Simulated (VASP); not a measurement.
Set up this calculation in VASP 6.6.1, as an ASE script.

```yaml
Task: single point
Functional: PBEsol
Potentials_or_basis: VASP PAW PBE potentials, release 64 (S, Mg)
Cutoff: 520 eV
k_mesh: 9 × 9 × 9
Occupations: gaussian, width 0.05 eV
Spin: no spin polarisation
Further_INCAR_settings: ALGO = Fast; EDIFF = 1.00e-06
```

The system is MgS (Niningerite).

```
S Mg
1.0
     0.00000    2.60165    2.60165
     2.60165    0.00000    2.60165
     2.60165    2.60165    0.00000
S Mg
1 1
Direct
  0.50000 0.50000 0.50000
  0.00000 0.00000 0.00000
```

These files were run (other wordings do the same):

run.py

```python
from ase import Atoms
from ase.calculators.vasp import Vasp
from ase.dft.bandgap import bandgap

atoms = Atoms(
    ['S', 'Mg'],
    cell=[[0.0, 2.60165, 2.60165], [2.60165, 0.0, 2.60165], [2.60165, 2.60165, 0.0]],
    scaled_positions=[[0.5, 0.5, 0.5], [0.0, 0.0, 0.0]],
    pbc=True,
)
calc = Vasp(
    directory='calc',
    xc='pbesol',
    pp='PBE',
    setups='recommended',
    prec='Accurate',
    encut=520,
    ediff=1e-06,
    ismear=0,
    sigma=0.05,
    lreal=False,
    lasph=True,
    nelm=80,
    algo='Fast',
    isif=2,
    lwave=False,
    lcharg=False,
    kpts=[9, 9, 9],
    gamma=True,
)
atoms.calc = calc

print('energy (eV):', atoms.get_potential_energy())
print('free energy (eV):', atoms.get_potential_energy(force_consistent=True))
print('forces (eV/A):')
print(atoms.get_forces())
print('stress (eV/A^3, Voigt):', atoms.get_stress())
print('Fermi level (eV):', calc.get_fermi_level())
gap, top, bottom = bandgap(calc)
print('band gap (eV):', gap, 'from (spin, k, band)', top, 'to', bottom)
```

Potentials or basis: VASP PAW PBE potentials, release 64 (S, Mg).

The run is started by

```sh
$ python run.py
```

It gave:

The pressure is -1.1 GPa and the band gap on the k mesh is 2.83 eV, indirect (least direct gap 3.59 eV).

Caveat: the PAW data sets were made with another functional, which shifts forces and pressure a little; an odd mesh through Γ misses points on the zone boundary, where band edges often lie.

Wall time 15 s on 1 thread of Intel(R) Xeon(R) 6975P-C (Granite Rapids), on a shared host, peak memory 0.14 GiB.
